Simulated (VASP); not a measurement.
# ZnSe (F-43m) in VASP: a series of runs

One crystal, ZnSe, is run at these levels: PBEsol, LDA, PBE; tasks: relaxation of cell and atoms.

All numbers are computed with VASP 6.6.1; they aren't measurements. Logs are shortened: lines on timing, memory, paths and dates and some standing lists are left out, and cuts for length are marked.

## Step 1: The structure

Symmetry: F-43m, No. 216, cubic system. The conventional cell has a = 5.665 Å, b = 5.665 Å, c = 5.665 Å, α = 90.00°, β = 90.00°, γ = 90.00°. Zn (site symmetry -43m) has 4 Se at 2.45 Å as nearest neighbours. Se (site symmetry -43m) has 4 Zn at 2.45 Å as nearest neighbours.

The cell is a database's computed one.

## Step 2: Relaxation of cell and atoms, PBEsol

File INCAR:

```
ALGO = Normal
EDIFF = 1E-7
EDIFFG = -0.005
ENCUT = 600
GGA = PS
IBRION = 2
ISIF = 3
ISMEAR = 0
LASPH = T
LCHARG = F
LREAL = F
LWAVE = F
NELM = 60
NSW = 90
PREC = Accurate
SIGMA = 0.02
```

File KPOINTS:

```
k-points
0
Gamma
  8 8 8
```

File POSCAR:

```
ZnSe
1.0
    0.0000000000      2.8324425400      2.8324425400
    2.8324425400      0.0000000000      2.8324425400
    2.8324425400      2.8324425400      0.0000000000
Zn Se
1 1
Direct
    0.0000000000      0.0000000000      0.0000000000
    0.2500000000      0.2500000000      0.2500000000
```

Potentials or basis: VASP PAW PBE potentials, release 64 (Zn, Se).

The run is started by

```
$ cat potpaw_PBE.64/Zn/POTCAR potpaw_PBE.64/Se/POTCAR > POTCAR
$ mpirun -np 1 vasp_std > vasp.out
```

OUTCAR:

```text
EDIFF = 1E-7
   EDIFFG = -0.005
   ENCUT = 600
   GGA = PS
   IBRION = 2
   ISIF = 3
   ISMEAR = 0
   LASPH = T
   LREAL = F
   NELM = 60
   NSW = 90
   PREC = Accurate

 ion  position               nearest neighbor table
   1  0.000  0.000  0.000-   2 2.45   2 2.45   2 2.45   2 2.45
   2  0.250  0.250  0.250-   1 2.45   1 2.45   1 2.45   1 2.45

  LATTYP: Found a face centered cubic cell.
 ALAT       =     5.6648850800

  Lattice vectors:

 A1 = (   0.0000000000,   2.8324425400,   2.8324425400)
 A2 = (   2.8324425400,   0.0000000000,   2.8324425400)
 A3 = (   2.8324425400,   2.8324425400,   0.0000000000)

Analysis of symmetry for initial positions (statically):
=====================================================================
 Subroutine PRICEL returns:
 Original cell was already a primitive cell.

 Routine SETGRP: Setting up the symmetry group for a
 face centered cubic supercell.

 Subroutine GETGRP returns: Found 24 space group operations
 (whereof 24 operations were pure point group operations)
 out of a pool of 48 trial point group operations.

The static configuration has the point symmetry T_d .

Analysis of symmetry for dynamics (positions and initial velocities):
=====================================================================
 Subroutine PRICEL returns:
 Original cell was already a primitive cell.

 Routine SETGRP: Setting up the symmetry group for a
 face centered cubic supercell.

 Subroutine GETGRP returns: Found 24 space group operations
 (whereof 24 operations were pure point group operations)
 out of a pool of 48 trial point group operations.

The dynamic configuration has the point symmetry T_d .

 Subroutine INISYM returns: Found 24 space group operations
 (whereof 24 operations are pure point group operations),
 and found     1 'primitive' translations

----------------------------------------------------------------------------------------

                                     Primitive cell

  volume of cell :      45.4478

  direct lattice vectors                    reciprocal lattice vectors
     0.000000000  2.832442540  2.832442540    -0.176526088  0.176526088  0.176526088
     2.832442540  0.000000000  2.832442540     0.176526088 -0.176526088  0.176526088
     2.832442540  2.832442540  0.000000000     0.176526088  0.176526088 -0.176526088

  length of vectors
     4.005678655  4.005678655  4.005678655     0.305752153  0.305752153  0.305752153

  position of ions in fractional coordinates (direct lattice)
     0.000000000  0.000000000  0.000000000
     0.250000000  0.250000000  0.250000000

  ion indices of the primitive-cell ions
   primitive index   ion index
[... 100 lines left out ...]
   LHFCALC =     F    Hartree Fock is set to
   AEXX    =    0.0000 exact exchange contribution
   IVDW    =     0    specifies the selected vdW correction
   LEPSILON=     F    determine dielectric tensor
   LRPA    =     F    only Hartree local field effects (RPA)
 conjugate gradient relaxation of ions
 non-spin polarized calculation
 Gauss-broadening in eV      SIGMA  =   0.02
  energy-cutoff  :      600.00
  volume of cell :       45.45
 maximum number of plane-waves:      1540
   NGX = 17   NGY = 17   NGZ = 17

--------------------------------------- Ionic step        1  -------------------------------------------

 number of electron      17.9999990 magnetization

 Free energy of the ion-electron system (eV)
  ---------------------------------------------------
  ext. energy  EPLUGINS =         0.00000000
  ---------------------------------------------------
  free energy    TOTEN  =        -6.77171823 eV

  energy without entropy =       -6.77171823  energy(sigma->0) =       -6.77171823

------------------------ aborting loop because EDIFF is reached ----------------------------------------

  FORCE on cell =-STRESS in cart. coord.  units (eV):
  Direction    XX          YY          ZZ          XY          YZ          ZX
  --------------------------------------------------------------------------------------
  -------------------------------------------------------------------------------------
  Total       -0.2317216     -0.2317216     -0.2317216      0.0000000     -0.0000000     -0.0000000
  in kB       -8.1689021     -8.1689021     -8.1689021      0.0000000     -0.0000000     -0.0000000
  external PRESSURE =      -8.1689021 kB  Pullay stress =       0.0000000 kB
[... 59 lines left out ...]
--------------------------------------- Ionic step        3  -------------------------------------------

 number of electron      17.9999985 magnetization

 Free energy of the ion-electron system (eV)
  ---------------------------------------------------
  ext. energy  EPLUGINS =         0.00000000
  ---------------------------------------------------
  free energy    TOTEN  =        -6.77322724 eV

  energy without entropy =       -6.77322724  energy(sigma->0) =       -6.77322724

 E-fermi :   1.7435     XC(G=0):  -9.5917

 val. band max:        1.6123217670   @ k =   0.0000   0.0000   0.0000
 cond. band min:       2.8403370813   @ k =   0.0000   0.0000   0.0000
 fundamental gap:      1.2280153143
 Fermi energy:         1.7434662537

 k-point     1 :       0.0000    0.0000    0.0000
  band No.  band energies     occupation
      1     -11.7675      2.00000
      2      -4.9985      2.00000
      3      -4.9985      2.00000
      4      -4.9985      2.00000
      5      -4.6138      2.00000
      6      -4.6138      2.00000
      7       1.6123      2.00000
      8       1.6123      2.00000
      9       1.6123      2.00000
     10       2.8403      0.00000
     11       7.3391      0.00000
     12       7.3391      0.00000
     13       7.3391      0.00000
[... 354 lines left out ...]
  band No.  band energies     occupation
      1     -10.8076      2.00000
      2      -4.8941      2.00000
      3      -4.8533      2.00000
      4      -4.6499      2.00000
      5      -4.6070      2.00000
      6      -4.3976      2.00000
      7      -3.4099      2.00000
      8      -0.8820      2.00000
      9       0.0930      2.00000
     10       5.8127      0.00000
     11       7.0270      0.00000
     12       8.9863      0.00000
     13      10.2214      0.00000

 [... further k-points ...]

------------------------ aborting loop because EDIFF is reached ----------------------------------------

  FORCE on cell =-STRESS in cart. coord.  units (eV):
  Direction    XX          YY          ZZ          XY          YZ          ZX
  --------------------------------------------------------------------------------------
  -------------------------------------------------------------------------------------
  Total        0.0005892      0.0005892      0.0005892      0.0000000      0.0000000      0.0000000
  in kB        0.0210410      0.0210410      0.0210410      0.0000000      0.0000000      0.0000000
  external PRESSURE =       0.0210410 kB  Pullay stress =       0.0000000 kB
[... 17 lines left out ...]
  FREE ENERGIE OF THE ION-ELECTRON SYSTEM (eV)
  ---------------------------------------------------
  free  energy   TOTEN  =        -6.7732272426 eV

  energy  without entropy=       -6.7732272426  energy(sigma->0) =       -6.77322724

 reached required accuracy - stopping structural energy minimisation
```

It took 28 s on 1 thread of Intel Xeon Platinum 8488C (Sapphire Rapids), shared host; peak memory 0.2 GiB.

Results:

```
Free energy                            : -6.7732 eV
Relaxed volume                         : 22.43 Å³/atom
Relaxed cell                           : a = 3.988 Å, b = 3.988 Å, c = 3.988 Å, α = 60.00°, β = 60.00°, γ = 60.00°
Space group after relaxing (to 0.05 Å) : F-43m (No. 216)
Energy gained by relaxing              : 0.8 meV/atom
Ionic steps                            : 3
Pressure after relaxing                : 0.0 GPa
Band gap on the k mesh                 : 1.23 eV, direct
```

The path:
```tsv
step	energy change (eV)	largest force (eV/Å)	pressure (GPa)	volume (Å³)
1	0.0000	0.0000	-0.82	45.45
2	-0.0014	0.0000	0.26	44.69
3	-0.0015	0.0000	0.00	44.86
```

Final structure:
```cif
data_structure
_symmetry_space_group_name_H-M 'P 1'
_symmetry_Int_Tables_number 1
_cell_length_a 3.9884
_cell_length_b 3.9884
_cell_length_c 3.9884
_cell_angle_alpha 60.000
_cell_angle_beta 60.000
_cell_angle_gamma 60.000
_cell_volume 44.86
loop_
_atom_site_label
_atom_site_type_symbol
_atom_site_fract_x
_atom_site_fract_y
_atom_site_fract_z
_atom_site_occupancy
Zn1 Zn 0.00000 0.00000 0.00000 1
Se1 Se 0.25000 0.25000 0.25000 1
```

Caveat: the PAW data sets were made with another functional, which shifts forces and pressure a little.

## Step 3: Relaxation of cell and atoms, LDA

INCAR: that of step 2 with these lines changed.

```diff
@@ -4,3 +4,3 @@
 ENCUT = 600
-GGA = PS
+GGA = CA
 IBRION = 2
```

KPOINTS is that of step 2.

POSCAR is that of step 2.

Potentials or basis: VASP PAW LDA potentials, release 64 (Zn, Se).

The run is started by

```
$ cat potpaw_LDA.64/Zn/POTCAR potpaw_LDA.64/Se/POTCAR > POTCAR
$ mpirun -np 1 vasp_std > vasp.out
```

It took 31 s on 1 thread of Intel Xeon Platinum 8488C (Sapphire Rapids), shared host; peak memory 0.17 GiB.

The run converged. Its results:

- Free energy: -7.3723 eV
- Relaxed volume: 21.67 Å³/atom
- Relaxed cell: a = 3.943 Å, b = 3.943 Å, c = 3.943 Å, α = 60.00°, β = 60.00°, γ = 60.00°
- Space group after relaxing (to 0.05 Å): F-43m (No. 216)
- Energy gained by relaxing: 10.4 meV/atom
- Ionic steps: 3
- Pressure after relaxing: 0.0 GPa
- Band gap on the k mesh: 1.27 eV, direct

Step by step:
| step | energy change (eV) | largest force (eV/Å) | pressure (GPa) | volume (Å³) |
| --- | --- | --- | --- | --- |
| 1 | 0.0000 | 0.0000 | -3.04 | 45.45 |
| 2 | -0.0184 | 0.0000 | 1.15 | 42.67 |
| 3 | -0.0208 | 0.0000 | 0.00 | 43.34 |

Final structure:
```yaml
crystal:
  lattice:
    - [0.00000, 2.78806, 2.78806]
    - [2.78806, 0.00000, 2.78806]
    - [2.78806, 2.78806, 0.00000]
  atoms:
    - { symbol: Zn, position: [0.00000, 0.00000, 0.00000] }
    - { symbol: Se, position: [0.25000, 0.25000, 0.25000] }
```

Levels at points of the mesh, in eV from the valence-band top:
| k point | band 7 | band 8 | band 9 | band 10 | band 11 | band 12 |
| --- | --- | --- | --- | --- | --- | --- |
| (0.00, 0.00, 0.00) | 0.00 | 0.00 | 0.00 | 1.27 | 5.69 | 5.69 |
| (0.50, 0.00, 0.00) | -5.61 | -0.95 | -0.95 | 2.46 | 6.27 | 6.27 |
| (0.50, 0.50, 0.00) | -5.05 | -2.38 | -2.38 | 2.70 | 3.32 | 10.89 |

## Step 4: Relaxation of cell and atoms, PBE

INCAR: that of step 3 with these lines changed.

```diff
@@ -4,3 +4,3 @@
 ENCUT = 600
-GGA = CA
+GGA = PE
 IBRION = 2
```

KPOINTS is that of step 3.

POSCAR is that of step 3.

Potentials or basis: VASP PAW PBE potentials, release 64 (Zn, Se).

The run is started by

```
$ cat potpaw_PBE.64/Zn/POTCAR potpaw_PBE.64/Se/POTCAR > POTCAR
$ mpirun -np 1 vasp_std > vasp.out
```

Run time: 38 s. Hardware: 1 thread of Intel Xeon Platinum 8488C (Sapphire Rapids), shared host; peak memory 0.2 GiB.

Results (log left out):

```
Free energy                            : -6.0321 eV
Relaxed volume                         : 23.63 Å³/atom
Relaxed cell                           : a = 4.058 Å, b = 4.058 Å, c = 4.058 Å, α = 60.00°, β = 60.00°, γ = 60.00°
Space group after relaxing (to 0.05 Å) : F-43m (No. 216)
Energy gained by relaxing              : 6.6 meV/atom
Ionic steps                            : 3
Pressure after relaxing                : 0.0 GPa
Band gap on the k mesh                 : 1.14 eV, direct
```

Step by step:
```tsv
step	energy change (eV)	largest force (eV/Å)	pressure (GPa)	volume (Å³)
1	0.0000	0.0000	2.43	45.45
2	-0.0123	0.0000	-0.57	47.75
3	-0.0132	0.0000	0.01	47.25
```

Final structure:
```
CELL_PARAMETERS angstrom
0.00000 2.86945 2.86945
2.86945 0.00000 2.86945
2.86945 2.86945 0.00000
ATOMIC_POSITIONS crystal
Zn 0.00000 0.00000 0.00000
Se 0.25000 0.25000 0.25000
```

Levels at points of the mesh, in eV from the valence-band top:
```tsv
k point	band 5	band 6	band 7	band 8	band 9	band 10	band 11	band 12	band 13
(0.00, 0.00, 0.00)	-6.08	-6.08	0.00	0.00	0.00	1.14	5.81	5.81	5.81
(0.50, 0.00, 0.00)	-6.06	-5.93	-4.99	-0.81	-0.81	2.48	6.39	6.39	8.47
(0.50, 0.50, 0.00)	-6.04	-5.91	-4.59	-2.05	-2.05	3.07	3.46	10.47	10.99
```

## Step 5: Summary

| level | potentials or basis | gap on the mesh (eV) | pressure (GPa) | relaxed volume (Å³/atom) |
| --- | --- | --- | --- | --- |
| PBEsol | VASP PAW PBE potentials, release 64 (Zn, Se) | 1.23 | 0.0 | 22.43 |
| LDA | VASP PAW LDA potentials, release 64 (Zn, Se) | 1.27 | 0.0 | 21.67 |
| PBE | VASP PAW PBE potentials, release 64 (Zn, Se) | 1.14 | 0.0 | 23.63 |

Alike in all rows: task relaxation of cell and atoms; no spin polarisation; cell relaxed; k mesh 8 × 8 × 8; cutoff (eV) 600; smearing gaussian 0.02 eV.

Caveats: the PAW data sets were made with another functional, which shifts forces and pressure a little (some runs).

Absolute energies hang on the potentials; compare differences alone.
